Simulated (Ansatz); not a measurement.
Si: single point with HSE06 form with a typed share of exact exchange

Si:

```
Si
1.0
    -0.14363   -0.23372    2.59551
     2.85399   -0.19872   -0.15261
    -0.34419    4.60798   -0.43013
Si
2
Direct
  0.96698 0.97853 0.01482
  0.03302 0.52147 0.48518
```

The cell isn't the ideal one: all atoms moved at random, sigma 0.1 Å a component, cell strained at random, sigma 0.1.

```
Program                 : Ansatz 0.2.0
Task                    : single point
Functional              : HSE06 form with a typed share of exact exchange
Potentials or basis     : Ansatz PAW
Cutoff                  : 420 eV (not typed: the program's choice for these potentials)
k mesh                  : 5 × 5 × 3
Occupations             : fermi-dirac, width 0.05 eV
Spin                    : no spin polarisation
Screening (1/Å)         : 0.2
Share of exact exchange : 0.5
```

The pressure is -8.6 GPa and the largest force is 0.540 eV/Å. The band gap on the k mesh is none (metal or under the smearing width).

Forces in eV/Å, atoms in the order of the input:
```
Si  -0.371 -0.389  0.050
Si   0.371  0.389 -0.050
```

Stress tensor (GPa, compression positive):
```
  1.80  -0.01   5.32
 -0.01  -8.64   9.93
  5.32   9.93 -18.97
```

Levels at points of the mesh, in eV from the Fermi level:
```csv
k point,band 2,band 3,band 4,band 5,band 6,band 7
"(0.00, 0.00, 0.00)",-8.36,-7.50,4.30,6.58,8.18,8.93
```

Run time: 57 s on 1 × NVIDIA H100 80GB HBM3 with 2 threads of AMD EPYC 7R13 Processor (Zen 3), with other jobs on the host, peak memory 1.7 GiB.

Caveat: the k mesh is coarse (spacing up to 0.49 Å⁻¹), so the values aren't converged, least of all with exact exchange; the PAW data sets come from PBE, with cores solved anew for the run's functional, which leaves a small shift of forces and pressure; the thresholds are loose for stress.
